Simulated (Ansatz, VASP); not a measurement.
Li2S in VASP and in Ansatz

File INCAR:

```
ALGO     = Normal         # electronic algorithm
EDIFF    = 1E-7           # SCF threshold, eV
ENCUT    = 520            # plane-wave cutoff, eV
GGA      = PS             # functional
ISIF     = 2              # what is computed and relaxed
ISMEAR   = 0              # smearing method
LASPH    = True           # aspherical terms in the spheres
LCHARG   = False          # write CHGCAR
LREAL    = False          # projectors in reciprocal space
LWAVE    = False          # write WAVECAR
NBANDS   = 13             # bands
NELM     = 100            # most SCF steps
PREC     = Accurate       # precision mode
SIGMA    = 0.1            # smearing width, eV
```

The input KPOINTS:

```
k-points
0
Gamma
  6 6 6
```

The input POSCAR:

```
Li2S
1.0
    0.0000000000      2.8351678400      2.8351678400
    2.8351678400      0.0000000000      2.8351678400
    2.8351678400      2.8351678400      0.0000000000
Li S
2 1
Direct
    0.7500000000      0.7500000000      0.7500000000
    0.2500000000      0.2500000000      0.2500000000
    0.0000000000      0.0000000000      0.0000000000
```

Input for Ansatz:

```yaml
crystal:
  lattice:
    - [0.0, 2.83516784, 2.83516784]
    - [2.83516784, 0.0, 2.83516784]
    - [2.83516784, 2.83516784, 0.0]
  atoms:
    - { symbol: Li, position: [0.75, 0.75, 0.75] }
    - { symbol: Li, position: [0.25, 0.25, 0.25] }
    - { symbol: S, position: [0.0, 0.0, 0.0] }
basis:
  ecutwfc: 420
kpoints:
  mp_grid: { grid: [6, 6, 6] }
hamiltonian:
  xc: pbesol
  pseudopotentials: { kind: paw }
scf:
  occupations: { method: gaussian, width: 0.1 }
output:
  forces: true
  stress: true
  eigenvalues: true
```

The cell comes from a database or a generator and needn't be the stable form of this composition.

Alike in both runs: task single point; functional PBEsol; k mesh 6 × 6 × 6; occupations gaussian, width 0.1 eV; no spin polarisation.

|  | VASP | Ansatz |
| --- | --- | --- |
| version | VASP 6.6.1 | Ansatz 0.2.0 |
| potentials or method | VASP PAW PBE potentials, release 64 (Li_sv, S) | scalar-relativistic, plane waves, PAW |
| plane-wave cutoff (eV) | 520 | 420 |
| valence electrons in the cell | 12 | 12 |

VASP gave:

| Quantity | Value |
| --- | --- |
| gap on the k mesh at the Fermi level (eV) | 3.21 |
| least direct gap on the mesh (eV) | 4.18 |

Task: Which values does Ansatz return?

Result: gap on the k mesh at the Fermi level (eV): 3.21; least direct gap on the mesh (eV): 4.17.

With one functional, cell and mesh, what is left measures potentials, basis and numerics.

 A k mesh can miss the band edges. A hybrid or GW would open this gap; PBEsol tends to underestimate it.
